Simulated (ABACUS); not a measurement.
## O under changes of volume

One of the cells (17.288 Å³/atom); the others are scaled copies at fixed shape and fractional positions:

```xyz
2
Lattice="2.8514 -1.6624 0.0000 2.8514 1.6624 0.0000 -2.3945 0.0000 3.6471" Properties=species:S:1:pos:R:3 pbc="T T T"
O     3.5357    0.0000    3.0797
O    -0.2274    0.0000    0.5674
```

```yaml
Program: ABACUS 3.10.1
Functional: TASK
Potentials_or_basis: SG15 ONCV 1.2 PBE
Cutoff: 1320 eV
Density_cutoff: 5279 eV
Basis: plane waves
k_mesh: 6 × 6 × 4
Occupations: fermi-dirac, width 0.05 eV
Spin: no spin polarisation
```

```tsv
volume (Å³/atom)	energy over the lowest point (meV/atom)	largest force (eV/Å)
16.251	21.65	16.374
16.596	11.88	15.621
16.942	5.17	14.914
17.288	1.26	14.269
17.634	0.00	13.641
17.979	?	?
18.325	4.07	12.485
```

What does the run at 17.979 Å³/atom give?

Energy over the lowest point 0.99 meV/atom; largest force 13.047 eV/Å.

Worked out: A Birch-Murnaghan fit of order 3 (a polynomial in V^(-2/3)) to the other rows has its minimum at 17.65 Å³/atom with B0 = V·E''(V) = 54 GPa and B' = 4.0 at fixed shape and positions, which overstates the stiffness. It gives 0.97 meV/atom at 17.979 Å³/atom, against the run's 0.99. Pressures are left out, since they don't match the slope of the energies.

Energies are extrapolated to zero smearing.

Caveats: all runs use coarse meshes; spin is off for a triplet molecule; the potentials were made for another functional, which shifts forces and pressure.
